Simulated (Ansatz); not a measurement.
# Ge under changes of volume

One of the cells (22.833 Å³/atom); the others are scaled copies at fixed shape and fractional positions:

```
Ge
1.0
     3.99759    0.00000    0.00000
    -1.99879    3.46201    0.00000
     0.00000    0.00000    6.59938
Ge
4
Cartesian
  0.0000 2.3080 6.1843
  1.9988 1.1540 2.8846
  0.0000 2.3080 3.7148
  1.9988 1.1540 0.4151
```

This isn't the form of Ge at room conditions, which is diamond.

```yaml
Program: Ansatz 0.2.0
Functional: PBEsol
Potentials_or_basis: all-electron LAPW, scalar-relativistic
Cutoff: 291 eV (chosen from the basis error)
Basis_error_allowed: 0.002 eV/atom
k_mesh: 8 × 8 × 4
Occupations: fermi-dirac, width 0.05 eV
Spin: no spin polarisation
```

```csv
volume (Å³/atom),energy over the lowest point (meV/atom),pressure (GPa),largest force (eV/Å)
21.463,?,?,?
21.920,7.88,2.9,0.015
22.377,1.83,1.4,0.008
22.833,0.00,0.0,0.005
23.290,1.92,-1.3,0.002
23.747,7.25,-2.4,0.010
24.203,15.66,-3.4,0.019
```

**Question.** What does the run at 21.463 Å³/atom give?

**Answer.** Energy over the lowest point 18.78 meV/atom; pressure 4.8 GPa; largest force 0.024 eV/Å.

Worked out: A Birch-Murnaghan fit of order 3 (a polynomial in V^(-2/3)) to the other rows has its minimum at 22.82 Å³/atom with B0 = V·E''(V) = 66 GPa and B' = 4.1 at fixed shape and positions, which overstates the stiffness. It gives 18.56 meV/atom at 21.463 Å³/atom, against the run's 18.78, and -dE/dV = 4.6 GPa, against 4.8.

Energies are extrapolated to zero smearing.
